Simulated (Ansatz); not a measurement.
Runs of Ansatz 0.2.0 on NiSb (Breithauptite). The structure is hexagonal, space group P6_3/mmc (No. 194). Conventional cell: a = 3.928 Å, b = 3.928 Å, c = 5.120 Å, α = 90.00°, β = 90.00°, γ = 120.00°. Around Sb (site symmetry -6m2) lie 6 Ni at 2.60 Å. Ni (site symmetry -3m) is surrounded by 2 Ni at 2.56 Å and 6 Sb at 2.60 Å. 

```tsv
task	level	U	cell	cutoff (eV)	points for each segment of the path	hubbard projectors	double counting	gap on the mesh (eV)	pressure (GPa)	moment (μB)	V0 of scaled cells (Å³/atom)	relaxed volume (Å³/atom)	B0 (GPa)
equation of state	PBE	-	as given	420	-	-	-	-	-	-	17.65	-	111
band structure	r2SCAN+U	Ni d U = 2 eV	as given	500	14	ortho-atomic (the default)	fll (the default)	none	-0.3	0.00	-	-	-
band structure	r2SCAN+U	Ni d U = 5 eV	as given	500	14	ortho-atomic (the default)	fll (the default)	none	-0.8	0.00	-	-	-
band structure	r2SCAN+U	Ni d U = 8 eV	as given	500	14	ortho-atomic (the default)	fll (the default)	none	(c)	0.00	-	-	-
band structure	r2SCAN+U	Ni d U = 4 eV	as given	500	14	ortho-atomic (the default)	fll (the default)	none	(b)	0.00	-	-	-
band structure	r2SCAN+U	Ni d U = 3 eV	as given	500	14	ortho-atomic (the default)	fll (the default)	none	-0.5	0.00	-	-	-
relaxation of cell and atoms	r2SCAN+D4	-	relaxed	500	-	-	-	none	0.0	0.00	-	(a)	-
relaxation of cell and atoms	r2SCAN	-	relaxed	500	-	-	-	none	0.0	0.00	-	17.12	-
equation of state	PBEsol	-	as given	420	-	-	-	-	-	-	16.83	-	130
band structure	r2SCAN+U	Ni d U = 1 eV	as given	500	14	ortho-atomic (the default)	fll (the default)	none	-0.1	0.00	-	-	-
band structure	r2SCAN+U	Ni d U = 6 eV	as given	500	14	ortho-atomic (the default)	fll (the default)	none	-0.9	0.00	-	-	-
relaxation of cell and atoms	r2SCAN+rVV10	-	relaxed	500	-	-	-	none	0.0	0.00	-	16.92	-
```

Alike in all rows: potentials or basis Ansatz PAW; spin collinear, ferromagnetic start; k mesh 8 × 8 × 5; smearing fermi-dirac 0.05 eV.

Problem. Fill in the values left out.

Solution. (a) 16.94; (b) -0.6; (c) -1.0.

Caveats: the PAW data sets come from PBE, with cores solved anew for the run's functional, which leaves a small shift of forces and pressure (some runs); the magnetic or orbital state may not be the lowest (some runs); the U is typed as a test and isn't derived for this compound (some runs); the plane-wave basis is chosen anew once the cell has moved, so the energies of steps on either side of that aren't comparable (some runs); the cell was scaled at fixed shape and fractional positions, which overstates the stiffness of a crystal with free parameters, most of all of layers and chains (some runs); pairwise dispersion overbinds metals, which lowers pressure and volume (some runs).

A k mesh can miss the band edges, and the runs leave out spin-orbit coupling on Sb.

A gap of «none» marks a metal or a gap under the smearing width.

Not every run made on this cell is shown here.
